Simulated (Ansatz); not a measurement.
**MoS₂: a vibration from a frozen displacement**

Level of theory: DFT r2SCAN, scalar-relativistic, plane waves, PAW (Ansatz 0.2.0). The runs took a 500 eV cutoff, a Γ-centred 12×12×1 mesh and Gaussian smearing (0.05 eV). No spin polarisation. Energies are free energies at this smearing, counted from the undisturbed cell; pressure is positive in compression.

The starting cell (relaxed at this level; this form isn't the usual structure):

```
Mo S
1.0
     3.18427    0.00000    0.00000
    -1.59214    2.75766    0.00000
     0.00000    0.00000   28.41881
Mo S
3 6
Cartesian
  1.5921 0.9192 0.0000
  0.0000 1.8384 21.9233
  0.0000 1.8384 6.4955
  0.0000 1.8384 1.5527
  1.5921 0.9192 23.4762
  1.5921 0.9192 8.0476
  0.0000 1.8384 26.8661
  1.5921 0.9192 20.3712
  1.5921 0.9192 4.9427
```

The cell holds layers and no dispersion correction was added, so their binding is poorly described.

Every S atom is moved by x along the Cartesian unit vector (0.000, 0.000, -1.000); the cell and all other atoms stay fixed. The cell's volume is 249.55 Å³; the moved atoms weigh 192.360 u together and the others 287.850 u. Some rows repeat others by symmetry and weren't run.

| x (Å) | ΔE (meV/cell) | total force on the moved atoms along the move (eV/Å) | pressure (GPa) |
| --- | --- | --- | --- |
| -0.2000 | 1840.95 | 18.0482 | 2.3191 |
| -0.1750 | 1415.68 | 15.9576 | 1.7835 |
| -0.1500 | 1043.73 | 13.7875 | 1.3136 |
| -0.1250 | 726.79 | 11.5592 | 0.9123 |
| -0.1000 | 466.11 | 9.2888 | 0.5816 |
| -0.0750 | 262.59 | 6.9889 | 0.3230 |
| -0.0500 | 116.83 | 4.6691 | 0.1377 |
| -0.0250 | 29.23 | 2.3375 | 0.0262 |
| 0.0000 | 0.00 | 0.0000 | -0.0110 |
| 0.0250 | 29.23 | -2.3375 | 0.0262 |
| 0.0500 | 116.83 | -4.6691 | 0.1377 |
| 0.0750 | 262.59 | -6.9889 | 0.3230 |
| 0.1000 | 466.11 | -9.2888 | 0.5816 |
| 0.1250 | 726.79 | -11.5592 | 0.9123 |
| 0.1500 | 1043.73 | -13.7875 | 1.3136 |
| 0.1750 | 1415.68 | -15.9576 | 1.7835 |
| 0.2000 | 1840.95 | -18.0482 | 2.3191 |

Q: What frequency belongs to this motion?

A: The force constant is k = −dF/dx = 93.500 eV/Å², from the parabola through x = -0.0250, 0 and 0.0250. In every cell the moved atoms swing against the rest, so the mass is μ = m₁m₂/(m₁ + m₂) = 115.305 u, and ν̃ = 521.5 cm⁻¹ × √(|k|/μ) = 470 cm⁻¹. To first order in x, and within 1 %, the force on every atom lies along the move and, within each of the two groups, in proportion to the atom's mass, so this is itself a mode at the zone centre of this cell, taken without macroscopic field (the transverse frequency in a polar insulator).

Q: How far does the harmonic law reach?

A: At x = -0.200 Å, kx²/2 = 1870.00 meV against the computed 1840.95 meV (-1.6 %): the well is still close to harmonic there.

Q: The pressure changes with x². What does that say about the frequency under compression?

A: With E = k(V)x²/2, k ∝ V^(−2γ) and x scaling with the cell as V^(1/3), P − P0 = −∂E/∂V = (2γ − 2/3) ΔE/V. At x = 0.0500 Å, V(P − P0) = 249.55 × 0.14867 / 160.2 eV = 231.56 meV and ΔE = 116.83 meV, so γ = 1/3 + V(P − P0)/(2ΔE) = 1.32. This is the Grüneisen parameter of the motion under uniform scaling of the cell: shrinking the cell evenly by 1 % in volume raises the frequency by about 1.32 %.

Cost: 9 runs of about 6.6 core-minutes in all, on Oxide Virtual Turin-like Processor (Zen 5) (shared hosts).

The coordinates describe a three-layer slab of trigonal-prismatic MoS₂ separated by vacuum, and the mode at 470 cm⁻¹ is the polar out-of-plane vibration of the S planes against Mo. Its stiffness comes from the covalent Mo 4d–S 3p bonds within each layer. All S atoms move together, so the S–S spacing across the interlayer gaps stays fixed and the weak contact between layers is hardly probed. Each Mo has S on both sides, so one set of bonds shortens as the other lengthens. The mirror symmetry cancels the odd terms in the energy, leaving only a slight even-order softening.

Because of the vacuum, zero average field over the cell doesn't mean zero field inside the slab, so the transverse label isn't strict. The shift is probably small, since the out-of-plane Born charges in MoS₂ are small. Nor does the value of 1.32 carry over to hydrostatic pressure on bulk MoS₂, where the soft gaps would take up most of the compression and the Mo–S bonds much less.
